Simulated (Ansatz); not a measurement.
Geometry optimisation in Ansatz: input, command and trajectory.

```yaml
crystal:
  lattice:
    - [-1.4439589036, 1.4439589036, 1.4439589036]
    - [1.4439589036, -1.4439589036, 1.4439589036]
    - [1.4439589036, 1.4439589036, -1.4439589036]
  atoms:
    - { symbol: Cu, position: [0.0, 0.0, 0.0] }
basis:
  ecutwfc: 420
kpoints:
  mp_grid: { grid: [20, 20, 20] }
hamiltonian:
  xc: pbe
scf:
  occupations: { method: gaussian, width: 0.1 }
output:
  forces: true
  stress: true
  eigenvalues: true
relax:
  adjacent_minimum: "off"
  f_tol: 0.01
  max_steps: 60
  cell: { stress_tol: 0.1 }
```

```bash
ansatz run input.yaml --threads 1 --pin off --max-ram 2560MiB --backend cpu --events-out ev --progress --plain --runs-dir out
```

Theory: Ansatz, DFT PBE, scalar-relativistic, plane waves, PAW.

Of 4 frames 3 are shown, positions in Å and forces in eV/Å; the SCF threshold varies from step to step. Steps run on the plane waves of an earlier cell, with a Pulay correction in the pressure. The basis is chosen afresh for the last frame, the zero of the energies, and at times for earlier ones too; energy and pressure step there, also at an unchanged geometry.

```xyz
1
Lattice="-1.4440 1.4440 1.4440 1.4440 -1.4440 1.4440 1.4440 1.4440 -1.4440" Properties=species:S:1:pos:R:3:forces:R:3 pbc="T T T" step=1 free_energy_over_end_meV_per_atom=0.06 pressure_GPa=-0.45
Cu    0.0000    0.0000    0.0000    0.0000    0.0000    0.0000
1
Lattice="-1.4432 1.4432 1.4432 1.4432 -1.4432 1.4432 1.4432 1.4432 -1.4432" Properties=species:S:1:pos:R:3:forces:R:3 pbc="T T T" step=2 free_energy_over_end_meV_per_atom=0.00 pressure_GPa=-0.22
Cu    0.0000    0.0000    0.0000    0.0000    0.0000    0.0000
1
Lattice="-1.4424 1.4424 1.4424 1.4424 -1.4424 1.4424 1.4424 1.4424 -1.4424" Properties=species:S:1:pos:R:3:forces:R:3 pbc="T T T" step=4 free_energy_over_end_meV_per_atom=0.00 pressure_GPa=0.00
Cu    0.0000    0.0000    0.0000    0.0000    0.0000    0.0000
```

Time: 6 s on 1 thread of Intel(R) Xeon(R) 6975P-C (Granite Rapids), on a shared host, peak memory 0.36 GiB.